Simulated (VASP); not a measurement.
**TiO2: relaxation of the atoms with PBEsol**

Slab: TiO2, a slab with vacuum.

```
O Ti
1.0
     6.49435    0.00000    0.00000
     0.00000    2.95740    0.00000
     0.00000    0.00000   21.78049
O Ti
8 4
Direct
  0.00000 0.00000 0.36730
  0.50000 0.00000 0.51639
  0.69504 0.50000 0.42546
  0.00000 0.00000 0.48361
  0.30496 0.50000 0.42546
  0.19504 0.50000 0.57454
  0.50000 0.00000 0.63270
  0.80496 0.50000 0.57454
  0.50000 0.00000 0.42546
  0.00000 0.50000 0.42546
  0.00000 0.00000 0.57454
  0.50000 0.50000 0.57454
```

- Program: VASP 6.6.1
- Task: relaxation of the atoms
- Functional: PBEsol
- Potentials or basis: VASP PAW PBE potentials, release 64 (O, Ti_sv)
- Cutoff: 520 eV
- k mesh: 4 × 8 × 1
- Occupations: gaussian, width 0.05 eV
- Spin: no spin polarisation
- Dipole correction: yes
- Further INCAR settings: ALGO = Normal; EDIFF = 1e-06; IBRION = 2; EDIFFG = -0.015; NSW = 100

```json
{
 "Energy gained by relaxing": "193.7 meV/atom",
 "Ionic steps": "27",
 "Largest force after relaxing": "0.011 eV/Å",
 "Band gap on the k mesh": "2.36 eV, direct"
}
```

Forces on the atoms (eV/Å):
```
O    0.000  0.000  0.006
O    0.000  0.000 -0.005
O    0.008  0.000  0.004
O    0.000  0.000  0.005
O   -0.008  0.000  0.004
O    0.008  0.000 -0.004
O    0.000  0.000 -0.006
O   -0.008  0.000 -0.004
Ti   0.000  0.000  0.003
Ti   0.000  0.000  0.011
Ti   0.000  0.000 -0.003
Ti   0.000  0.000 -0.011
```

The path:
```tsv
step	energy change (eV)	largest force (eV/Å)	pressure (GPa)
1	0.0000	4.0471	-1.97
2	-1.2521	4.0420	2.70
3	-1.7549	1.5243	0.33
4	-2.0113	1.7674	0.96
5	-2.0255	1.5437	0.82
6	-2.0936	0.9976	0.01
7	-2.1197	0.6186	0.25
8	-2.2077	0.4470	-0.06
9	-2.2470	0.4568	-0.42
10	-2.2892	0.2673	-0.70
11	-2.2945	0.3459	-0.82
12	-2.3004	0.4311	-1.51
13	-2.3066	0.1675	-1.23
14	-2.3118	0.1268	-1.36
15	-2.3118	0.1442	-1.38
16	-2.3166	0.1246	-1.32
17	-2.3175	0.1748	-1.29
18	-2.3208	0.1424	-1.30
19	-2.3241	0.0715	-1.32
20	-2.3242	0.0556	-1.33
21	-2.3245	0.0209	-1.33
22	-2.3245	0.0380	-1.33
23	-2.3246	0.0222	-1.32
24	-2.3246	0.0199	-1.32
25	-2.3246	0.0193	-1.31
26	-2.3246	0.0167	-1.31
27	-2.3246	0.0109	-1.30
```

Final structure:
```yaml
crystal:
  lattice:
    - [6.49435, 0.00000, 0.00000]
    - [0.00000, 2.95740, 0.00000]
    - [0.00000, 0.00000, 21.78049]
  atoms:
    - { symbol: O, position: [0.00000, 0.00000, 0.36313] }
    - { symbol: O, position: [0.50000, 0.00000, 0.51924] }
    - { symbol: O, position: [0.69034, 0.50000, 0.42054] }
    - { symbol: O, position: [0.00000, 0.00000, 0.48076] }
    - { symbol: O, position: [0.30966, 0.50000, 0.42054] }
    - { symbol: O, position: [0.19034, 0.50000, 0.57946] }
    - { symbol: O, position: [0.50000, 0.00000, 0.63687] }
    - { symbol: O, position: [0.80966, 0.50000, 0.57946] }
    - { symbol: Ti, position: [0.50000, 0.00000, 0.43795] }
    - { symbol: Ti, position: [0.00000, 0.50000, 0.41142] }
    - { symbol: Ti, position: [0.00000, 0.00000, 0.56205] }
    - { symbol: Ti, position: [0.50000, 0.50000, 0.58858] }
```

Levels at points of the mesh, in eV from the valence-band top:
```tsv
k point	band 46	band 47	band 48	band 49	band 50	band 51
(0.00, 0.00, 0.00)	-0.64	-0.29	0.00	2.36	2.36	3.05
(0.50, 0.00, 0.00)	-1.09	-0.65	-0.65	2.91	2.91	3.18
(0.00, 0.50, 0.00)	-1.04	-0.89	-0.86	2.95	3.24	3.31
(0.50, 0.50, 0.00)	-1.02	-0.68	-0.68	2.60	2.60	3.41
```

It took 23 min on 8 MPI ranks on Intel(R) Xeon(R) Platinum 8488C (Sapphire Rapids) (shared host), peak memory 0.66 GiB a rank.

Caveat: the PAW data sets were made with another functional, which shifts forces and pressure a little. As with any semilocal functional, this PBEsol gap is likely too small.
